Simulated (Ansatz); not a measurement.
CoSi:

```xyz
8
Lattice="4.4380 0.0000 0.0000 0.0000 4.4380 0.0000 0.0000 0.0000 4.4380" Properties=species:S:1:pos:R:3 pbc="T T T"
Co    3.8167    2.8403    1.5977
Co    2.8403    1.5977    3.8167
Co    1.5977    3.8167    2.8403
Co    0.6213    0.6213    0.6213
Si    0.6968    1.5222    2.9158
Si    1.5222    2.9158    0.6968
Si    2.9158    0.6968    1.5222
Si    3.7412    3.7412    3.7412
```

Base run:

```yaml
Program: Ansatz 0.2.0
Functional: r2SCAN
Potentials_or_basis: Ansatz PAW
Cutoff: 500 eV
Density_cutoff: 2000 eV
k_mesh: 5 × 5 × 5
Occupations: fermi-dirac, width 0.05 eV
Spin: collinear spin, ferromagnetic start
Starting_moments: "[2.0, 2.0, 2.0, 2.0, 0.0, 0.0, 0.0, 0.0] μB"
Hubbard_terms: Co d U = 2 eV
```

Its results: band gap on the k mesh none (metal or under the smearing width); pressure 0.7 GPa; net moment 3.84 μB per cell; site moments Co +1.07; Si -0.02 μB; largest force 0.141 eV/Å.

After a change of settings the same cell gave: band gap on the k mesh none (metal or under the smearing width); pressure 2.5 GPa; net moment 4.00 μB per cell; site moments Co +1.15; Si -0.04 μB; largest force 0.203 eV/Å. Which change was it?
A. hubbard terms from Co d U = 2 eV to Co d U = 5 eV
B. hubbard terms from Co d U = 2 eV to Co d U = 3 eV
C. k mesh from 5 × 5 × 5 to 6 × 6 × 6; hubbard terms from Co d U = 2 eV to Co d U = 5.3 eV

B.

Caveats: the magnetic or orbital state may not be the lowest; the PAW data sets come from PBE, with cores solved anew for the run's functional, which leaves a small shift of forces and pressure; the U is typed as a test and isn't derived for this compound.

Not every run made on this cell is shown here.
